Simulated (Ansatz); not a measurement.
# PbS (P-6m2) in Ansatz: notebook

Aim: see how the results for PbS move with the level of theory and the settings. Levels: BLYP, r2SCAN. Tasks: band structure.

Program: Ansatz 0.2.0. These are calculated values, not measurements. Logs are shortened: lines on timing, memory, paths and dates and some standing lists are left out, and cuts for length are marked.

## Step 1: Starting point

It takes space group P-6m2 (No. 187, hexagonal). The conventional cell has a = 4.090 Å, b = 4.090 Å, c = 3.788 Å, α = 90.00°, β = 90.00°, γ = 120.00°. Pb (site symmetry -6m2) is surrounded by 6 S at 3.03 Å. S (site symmetry -6m2) is surrounded by 6 Pb at 3.03 Å.

Measurements of this composition are mostly on another form, of space group No. 225.

## Step 2: Band structure, BLYP

input.yaml

```yaml
crystal:
  lattice:
    - [4.0896976867, 0.0, 0.0]
    - [-2.0448488433, 3.5417820905, 0.0]
    - [0.0, 0.0, 3.788167]
  atoms:
    - { symbol: Pb, position: [0.0, 0.0, 0.0] }
    - { symbol: S, position: [0.6666666667, 0.3333333333, 0.5] }
hamiltonian:
  xc: blyp
  pseudopotentials: { kind: paw }
kpoints:
  mp_grid: { grid: [8, 8, 7] }
  band_path:
    path:
      - [[0.0, 0.0, 0.0], [0.5, 0.0, 0.0], [0.3333333333, 0.3333333333, 0.0], [0.0, 0.0, 0.0], [0.0, 0.0, 0.5], [0.5, 0.0, 0.5], [0.3333333333, 0.3333333333, 0.5], [0.0, 0.0, 0.5]]
      - [[0.5, 0.0, 0.5], [0.5, 0.0, 0.0]]
      - [[0.3333333333, 0.3333333333, 0.0], [0.3333333333, 0.3333333333, 0.5]]
    npoints: 14
scf:
  occupations: { method: fermi_dirac, width: 0.05 }
  n_extra_bands: 6
output:
  forces: true
  stress: true
  eigenvalues: true
  fatbands: false
```

Potentials or basis: Ansatz PAW.

Run with:

```sh
$ ansatz run input.yaml --threads 2 --pin off --max-ram 5632MiB --backend cpu --events-out ev --progress --plain --runs-dir out
```

Output:

```text
Warning: RAYON_NUM_THREADS=2 ignored (pool sized by the plan → 2); use --threads N
scf.n_extra_bands = 6 over 10 filled bands (N_el = 20.0): the run solves 16 bands
Engine: ansatz 0.2.0, aarch64-unknown-linux-gnu
Pseudopotentials: kind: paw
Pseudopotential: Pb, paw, valence charge 14, recommended cutoff 420 eV (normal), Pb.paw.azcp
Pseudopotential: S, paw, valence charge 6, recommended cutoff 420 eV (normal), S.paw.azcp
Functional definition: BLYP
  parameter beta = 0.0042
  parameter a = 0.04918
  parameter b = 0.132
  parameter c = 0.2533
  parameter d = 0.349
  exchange = b88_x(beta = beta)
  correlation = lyp_c(a = a, b = b, c = c, d = d)
Crystal: 2 atoms, lattice volume = 54.871 Å³
Basis set: ecut = 420 eV, 1105 PW (Γ), exchange–correlation on 60×60×54 points (8 copies of the dense FFT grid, shifted against one another)
Bands: 16, of which v1, the nominal top of the filled ones, is band 10 counted from 1 (9 counted from 0)
Symmetry: 12 space group operations
Space group: P-6m2 (ITA 187), of the structure as read, at distance tolerance 3.8e-5 Å
k-points: 40 of 448 (time reversal used)
Non-local potential: Pb, projectors of the file, l = 0: 2, l = 1: 2, l = 2: 2, l = 3: 2
Non-local potential: S, projectors of the file, l = 0: 2, l = 1: 2, l = 2: 2
PAW form: soft (Blöchl's): semilocal exchange-correlation on the pseudo side does not see the compensation charge
PAW frozen core: Pb, regenerated for the run's functional, and the local potential with it (the file was generated under x = pbe(κ = 0.804, μ = 0.2195149727645171), c = pbe(β = 0.06672455060314922))
PAW frozen core: S, regenerated for the run's functional, and the local potential with it (the file was generated under x = pbe(κ = 0.804, μ = 0.2195149727645171), c = pbe(β = 0.06672455060314922))
PAW one-centre angular grid: Pb, 590 points (default); XC on 64 Gauss nodes
PAW one-centre angular grid: S, 110 points (default); XC on 64 Gauss nodes
Initial density: superposition of atomic densities (neutral atoms: chi_scale 0, normalization atom), corrected by the library's trained network
Initial wavefunctions: pseudopotential atomic-orbital guess
Functional: x = b88, c = lyp
SCF iter   1: F=—  HF=-12842.220017 eV  |F-HF|=—  |Δ(HF+E_count)|=         —  Δρ=8.64e-3  dr2=6.10e-2  ethr=1.77e-3  ⟨swp⟩=6.8  Hψ=3846  notcnv=0  defer=5
preconditioner: auto → none  [insulator: Δε(μ)=0.411 eV  Ē_g=17.205 eV  σ=0.050 eV  W_gap=0.97  n_scr=8 (ndim 8)  ℏωp=22.4 eV  f_vac=0.003  D(μ)=0.02/eV (n_scr^D=0)  ε∞_Penn≈2.7]
SCF iter   2: F=—  HF=-12842.205423 eV  |F-HF|=—  |Δ(HF+E_count)|=   1.46e-2  Δρ=2.96e-3  dr2=7.18e-3  ethr=3.05e-4  ⟨swp⟩=2.0  Hψ=1126  notcnv=0  defer=71
SCF iter   3: F=—  HF=-12842.203954 eV  |F-HF|=—  |Δ(HF+E_count)|=   1.47e-3  Δρ=3.80e-4  dr2=6.96e-5  ethr=3.59e-5  ⟨swp⟩=2.5  Hψ=954  notcnv=0  defer=71
SCF iter   4: F=—  HF=-12842.203932 eV  |F-HF|=—  |Δ(HF+E_count)|=   2.17e-5  Δρ=1.48e-4  dr2=8.70e-6  ethr=3.48e-7  ⟨swp⟩=2.0  Hψ=883  notcnv=0  defer=71
SCF iter   5: F=—  HF=-12842.203943 eV  |F-HF|=—  |Δ(HF+E_count)|=   1.06e-5  Δρ=2.47e-5  dr2=3.56e-7  ethr=4.35e-8  ⟨swp⟩=3.0  Hψ=970  notcnv=0  defer=71
SCF iter   6: F=-12842.203943 eV  HF=-12842.203943 eV  |F-HF|=2.18e-9  |Δ(HF+E_count)|=   1.23e-7  Δρ=3.23e-6  dr2=5.13e-9  ethr=5.00e-10  ⟨swp⟩=10.1  Hψ=3469  notcnv=0
SCF 1 converged in 6 iterations: F = -12842.203943 eV  dr2 = 5.13e-9
NSCF: frozen V_eff on 129 k-points
SCF converged after 6 iterations
Free energy (F): -12842.203943 eV
Harris-Foulkes:  -12842.203943 eV  (|F-HF|=2.18e-9)
Internal energy: -12842.203140 eV  (E = F + TS)
E sigma→0 (E₀):  -12842.203542 eV
Entropy (-TS):   -0.000802 eV (-0.401 meV/atom)
Fermi energy:    8.075259 eV
--- Per-component energies (eV) ---
  E_band       = -60.474976
  E_kinetic    = 394.542818
  E_local      = -1274.849537  (includes V_loc(G=0)·N_el)
  E_nonlocal   = 376.704915
  E_hartree    = 495.550616
  E_xc         = -315.300718
  E_vxc        = -215.634996  (∫ρ·V_xc dr)
  E_paw        = -11038.812137  (= ΣΔE_a)
  E_vpaw       = -332.339858  (= ΣTr[D̂ρ^β])
  E_aug_tail   = 0.000048  (compensation charges beyond the density's cutoff)
  E_ewald      = -1479.942547
  E_core_change = -0.096597  (= ΣΔE_core)
  E_smearing   = -0.000802  (= −TS)
  E_closure    = -0.000000  (closes the sum)
  Σ components = -12842.203943   (vs F -12842.203943, Δ=0.00e0)
--- Forces (eV/Å), atoms counted from 1 ---
  atom   1  Pb     0.00000000     0.00000000     0.00000000
  atom   2  S      0.00000000     0.00000000    -0.00000000
  max |Σ_I F_I| component: 5.55e-17 eV/Å
--- Stress (GPa, compression-positive) ---
        3.206155      -0.000000       0.000000
       -0.000000       3.206155       0.000000
        0.000000      -0.000000       3.681921
  P = ⅓ Tr σ = 3.3647 GPa (33.647 kbar)
--- Band table (eV; the first three rows and the last of 40) ---
  k-point 0: bands = ["-8.8662", "-8.8465", "-8.8465", "-8.7485", "-8.7485", "-5.0633", "1.4896", "5.9394", "6.4235", "6.4235", "11.4878", "11.4878", "13.6240", "14.4576", "15.4239", "19.1878"]
  k-point 1: bands = ["-8.8449", "-8.8449", "-8.8442", "-8.7568", "-8.7568", "-4.9126", "1.0351", "6.1819", "6.5219", "6.5219", "11.5669", "11.5669", "12.7999", "15.0745", "15.6616", "17.6419"]
  k-point 2: bands = ["-8.8414", "-8.8414", "-8.7952", "-8.7757", "-8.7757", "-4.5030", "0.0426", "6.7585", "6.7585", "6.8203", "11.0578", "11.7311", "11.7311", "16.2498", "16.5290", "16.5290"]
  k-point 39: bands = ["-8.8696", "-8.8255", "-8.8167", "-8.7986", "-8.7151", "-3.3195", "0.6666", "4.1128", "4.4808", "5.7760", "8.2366", "12.0550", "13.4209", "15.9418", "18.7308", "19.4803"]
```

Run time: 4.4 s. Hardware: 2 threads of Arm Neoverse V1, shared host; peak memory 0.34 GiB.

Results:

- Free energy: -12842.2039 eV
- Pressure: 3.4 GPa
- Band gap along the path: none (metal or under the smearing width)

Stress tensor (GPa, compression positive):
```
3.21 0.00 0.00
0.00 3.21 0.00
0.00 0.00 3.68
```

Levels at the corners of the path, in eV from the Fermi level:
```
point  band 6  band 7  band 8  band 9  band 10  band 11  band 12  band 13  band 14  band 15
    Γ  -13.14   -6.59   -2.14   -1.65    -1.65     3.41     3.41     5.55     6.38     7.35
    M  -12.06   -8.53   -2.65   -1.78    -1.16     1.92     3.87     5.15     5.66    10.96
    K  -11.88   -8.65   -4.04   -1.01     0.08     1.87     3.54     3.73     8.37     8.61
    Γ  -13.14   -6.59   -2.14   -1.65    -1.65     3.41     3.41     5.55     6.38     7.35
    A  -12.03   -9.03   -1.08   -1.08    -0.02     0.96     3.76     3.76     8.34     8.34
    L  -11.43   -7.52   -3.98   -3.96    -1.39     2.09     2.81     2.88     8.39    10.79
    H  -11.35   -7.25   -4.02   -3.86    -2.23    -0.28     4.19     5.70     7.88    10.86
    A  -12.03   -9.03   -1.08   -1.08    -0.02     0.96     3.76     3.76     8.34     8.34
    L  -11.43   -7.52   -3.98   -3.96    -1.39     2.09     2.81     2.88     8.39    10.79
    M  -12.06   -8.53   -2.65   -1.78    -1.16     1.92     3.87     5.15     5.66    10.96
    K  -11.88   -8.65   -4.04   -1.01     0.08     1.87     3.54     3.73     8.37     8.61
    H  -11.35   -7.25   -4.02   -3.86    -2.23    -0.28     4.19     5.70     7.88    10.86
```

Caveat: spin-orbit coupling is left out, which moves the levels of the heavy elements; the PAW data sets come from PBE, with cores solved anew for the run's functional, which leaves a small shift of forces and pressure.

## Step 3: Band structure, r2SCAN

input.yaml: that of step 2 with these lines changed.

```diff
@@ -9,3 +9,3 @@
 hamiltonian:
-  xc: blyp
+  xc: r2scan
   pseudopotentials: { kind: paw }
@@ -26,2 +26,6 @@
   eigenvalues: true
-  fatbands: false
+  fatbands: true
+  write_density: true
+  write_potential: true
+  elf: true
+  volumetric_format: npy
```

Potentials or basis: Ansatz PAW.

Run with:

```sh
$ ansatz run input.yaml --threads 2 --pin off --max-ram 5632MiB --backend cpu --events-out ev --progress --plain --runs-dir out
```

Wall time 13 s (2 threads of Arm Neoverse V1, shared host); peak memory 0.46 GiB.

Results (log left out):

- Free energy: -12827.7293 eV
- Pressure: -0.9 GPa
- Band gap along the path: none (metal or under the smearing width)

Stress tensor (GPa, compression positive):
```
-0.98  0.00  0.00
 0.00 -0.98  0.00
 0.00  0.00 -0.87
```

Levels at the corners of the path, in eV from the Fermi level:
| point | band 6 | band 7 | band 8 | band 9 | band 10 | band 11 | band 12 | band 13 | band 14 | band 15 |
| --- | --- | --- | --- | --- | --- | --- | --- | --- | --- | --- |
| Γ | -13.80 | -6.61 | -2.36 | -1.86 | -1.86 | 3.65 | 3.65 | 5.63 | 6.86 | 7.35 |
| M | -12.70 | -8.76 | -2.89 | -1.85 | -1.35 | 2.08 | 4.14 | 5.55 | 5.74 | 11.33 |
| K | -12.52 | -8.86 | -4.34 | -1.20 | 0.06 | 2.12 | 3.71 | 4.01 | 8.56 | 8.88 |
| Γ | -13.80 | -6.61 | -2.36 | -1.86 | -1.86 | 3.65 | 3.65 | 5.63 | 6.86 | 7.35 |
| A | -12.69 | -9.29 | -1.27 | -1.27 | -0.04 | 1.18 | 4.06 | 4.06 | 8.58 | 8.58 |
| L | -12.04 | -7.63 | -4.27 | -4.22 | -1.60 | 2.27 | 2.92 | 3.04 | 8.73 | 11.24 |
| H | -11.95 | -7.32 | -4.33 | -4.12 | -2.50 | -0.26 | 4.48 | 6.14 | 8.05 | 11.23 |
| A | -12.69 | -9.29 | -1.27 | -1.27 | -0.04 | 1.18 | 4.06 | 4.06 | 8.58 | 8.58 |
| L | -12.04 | -7.63 | -4.27 | -4.22 | -1.60 | 2.27 | 2.92 | 3.04 | 8.73 | 11.24 |
| M | -12.70 | -8.76 | -2.89 | -1.85 | -1.35 | 2.08 | 4.14 | 5.55 | 5.74 | 11.33 |
| K | -12.52 | -8.86 | -4.34 | -1.20 | 0.06 | 2.12 | 3.71 | 4.01 | 8.56 | 8.88 |
| H | -11.95 | -7.32 | -4.33 | -4.12 | -2.50 | -0.26 | 4.48 | 6.14 | 8.05 | 11.23 |

Caveat: spin-orbit coupling is left out, which moves the levels of the heavy elements; the PAW data sets come from PBE, with cores solved anew for the run's functional, which leaves a small shift of forces and pressure.
